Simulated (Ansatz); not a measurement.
Working through a surface slab of HfN, space group Fm-3m

Program: Ansatz 0.2.0, Python API.

Typed at the interpreter:
```pycon
>>> import ansatz
>>> from ase import Atoms
>>> from ase.build import surface
>>> import numpy as np
>>> atoms = Atoms(
...     ["Hf", "N"],
...     scaled_positions=[
...         (0.0, 0.0, 0.0),
...         (0.5, 0.5, 0.5),
...     ],
...     cell=[
...         (0.0, 2.256, 2.256),
...         (2.256, 0.0, 2.256),
...         (2.256, 2.256, 0.0),
...     ],
...     pbc=True,
... )
>>> # the plane is named in the basis of this cell
>>> slab = surface(atoms, (1, 1, 0), 5, vacuum=7.0)
>>> slab.pbc = True
>>> print(slab.get_chemical_formula(), "area {:.3f} A^2, cell height {:.2f} A".format(np.linalg.norm(np.cross(slab.cell[0], slab.cell[1])), slab.cell[2, 2]))
Hf5N5 area 10.179 A^2, cell height 23.02 A
>>> def settings(structure):
...     return (
...         ansatz.Crystal.from_ase(structure).calculation()
...         .occupations("Marzari-Vanderbilt")
...         .functional(ansatz.Functional.LDA)
...     )
...
>>> model = (
...     settings(slab)
...     .kpoints(5, 5, 1)
...     .electric_field(axis=3, dipole_correction=True)
...     .potential()
...     .forces()
... )
>>> out = model.run(threads=1, backend="cpu")
DeckWarning: basis.ecutwfc = 420 eV, auto-derived from the records' recommended cutoffs: set by Hf (normal level)
RunWarning: efield: at this solve's end the planar-averaged density reaches 5.64e-5 e/Å³ inside the ramp window [0.9066, 0.0934] (bound 1e-5 e/Å³); the window's nearer edge stands 4.85 Å from this [...]
RunWarning: The output density's exchange-correlation potential varies sharply where the density is thin. Do not read a vacuum level from v_tot or v_xc, or from such a field of the output density. On [...]
>>> data = out.report
>>> data["free_energy_ev"]
-79270.37327544815
>>> data["n_kpoints"], data["n_symmetry_ops"], data["n_pw"]
(6, 8, 4589)
>>> print(f"slab free energy {data['free_energy_ev']:.4f} eV, Fermi level {data['fermi_energy_ev']:.3f} eV")
slab free energy -79270.3733 eV, Fermi level 10.103 eV
>>> face = data["work_function"]
>>> print("work function (eV), upper and lower face:", *(round(face[k], 3) for k in ("phi_plus_ev", "phi_minus_ev") if face.get(k) is not None))
work function (eV), upper and lower face: 3.078 3.077
>>> print(f"dipole {face['dipole_moment_e_ang']:+.4f} e A")
dipole -0.0001 e A
>>> # two faces, so half the excess energy for each
>>> bulk = settings(atoms).kpoints(9, 9, 9).run(threads=1, backend="cpu").report
>>> excess = data["free_energy_ev"] - bulk["free_energy_ev"] * len(slab) / len(atoms)
>>> area = np.linalg.norm(np.cross(slab.cell[0], slab.cell[1]))
>>> print(f"mean surface energy {excess / (2 * area) * 16.02177:.3f} J/m^2 ({1000 * excess / (2 * area):.1f} meV/A^2)")
mean surface energy 2.202 J/m^2 (137.4 meV/A^2)
>>> v = out.potential()
>>> profile = (v.v_es_ev + (0 if v.v_field_ev is None else v.v_field_ev)).mean(axis=(0, 1))
>>> height = out.lattice.cell_ang[2][2]
>>> print("z (A)   planar potential less the Fermi level (eV)")
z (A)   planar potential less the Fermi level (eV)
>>> for i in range(0, len(profile), max(len(profile) // 24, 1)):
...     print(f"{i * height / len(profile):6.2f} {profile[i] - data['fermi_energy_ev']:9.3f}")
...
  0.00     3.080
  0.86     3.080
  1.73     3.079
  2.59     3.071
  3.45     3.038
  4.32     2.886
  5.18     2.148
  6.04    -2.315
  6.91   -18.996
  7.77    -5.967
  8.63    -9.081
  9.50   -17.694
 10.36    -3.287
 11.22   -16.822
 12.09   -10.271
 12.95    -5.464
 13.81   -19.630
 14.68    -4.139
 15.54   -12.373
 16.40   -14.501
 17.27     0.209
 18.13     2.532
 18.99     2.964
 19.86     3.055
 20.72     3.075
 21.59     3.079
 22.45     3.080
```

Notes:
- Absolute energies stand on the zero of these potentials, so only differences at equal settings mean something. A total without «per atom» is that of the cell as typed.
- The run is spin-unpolarised.
- The density doesn't vanish in the vacuum (a short gap or a low cutoff), which blurs the vacuum level.
- The mesh is modest for a metal, so energies can be off by several to tens of meV an atom and pressures by half a GPa or more; differences at equal mesh fare better.
- An absolute Fermi energy rests on an arbitrary zero of the periodic potential and has no direct meaning.
- Spin-orbit coupling, which matters for elements this heavy, is left out.
- The starting cell is as deposited in a crystallographic database; the results hold for this polymorph, which needn't be the stable one.
- Warnings are shown shortened and without file and line.
- The slab is thin and cut from the structure as given; a cut can leave two unlike or polar faces, and the surface energy is then their mean. Miller indices refer to the vectors of the cell as typed, and the lattice isn't relaxed for this functional, so relaxation and surface energy can hold strain.
- The whole script took 26 s on 1 thread of Arm Neoverse V1, with other jobs on the host, peak memory 0.57 GiB.

(Lines on the test bed's own set-up are left out of the output.)
